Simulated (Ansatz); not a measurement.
# Ca: LAPW beside PAW

Aim: solve Ca at one geometry with all-electron LAPW, PAW with frozen cores and all-electron PAW on datasets made for the crystal, and see where they agree. The cell is first relaxed from a guess with PAW; it needn't be the stable phase of this composition.

This is Ca in the simple cubic structure; at room conditions it is fcc.

Method: DFT PBE, scalar-relativistic, in Ansatz 0.2.0.

### 1 The system as given

The structure is cubic, space group Pm-3m (No. 221). The conventional cell has a = 3.220 Å, b = 3.220 Å, c = 3.220 Å, α = 90.00°, β = 90.00°, γ = 90.00°. Ca (site symmetry m-3m) has 6 Ca at 3.22 Å as nearest neighbours.

Coordinates:

```
CELL_PARAMETERS angstrom
3.21951 0.00000 0.00000
0.00000 3.21951 0.00000
0.00000 0.00000 3.21951
ATOMIC_POSITIONS crystal
Ca 0.00000 0.00000 0.00000
```

### 2 Relaxing the guess with PAW

input.yaml

```yaml
crystal:
  lattice:
    - [3.2195088072, 0.0, 0.0]
    - [0.0, 3.2195088072, 0.0]
    - [0.0, 0.0, 3.2195088072]
  atoms:
    - { symbol: Ca, position: [0.0, 0.0, 0.0] }
kpoints:
  mp_grid: { grid: [13, 13, 13] }
scf:
  occupations: { method: fermi_dirac, width: 0.05 }
hamiltonian:
  xc: pbe
  pseudopotentials: { kind: paw }
output:
  forces: true
  stress: true
relax:
  f_tol: 0.005
  max_steps: 80
  cell: {}
```

The run is started by

```
$ ansatz run input.yaml --threads 1 --pin off --max-ram 2048MiB --backend cpu --events-out ev --progress --plain --runs-dir out
```

After this run come: All-electron LAPW; PAW with frozen cores; All-electron PAW on datasets made for the crystal.

Q: Predict the outcome of this session. Wanted: pressure; gap; highest ELF.

As calculated:

| quantity | value |
| --- | --- |
| pressure | LAPW 0.01, PAW 0.00, crystal datasets 0.00 GPa |
| gap (LAPW) | none |
| highest ELF (PAW) | 0.62, 2.67 Å from Ca |

**Reading.** The pressure is within half a GPa of zero, so the volume is close to equilibrium at this level. There is no gap at this level; the crystal is a metal here. In pressure, PAW differs from LAPW by less than 0.01 GPa.
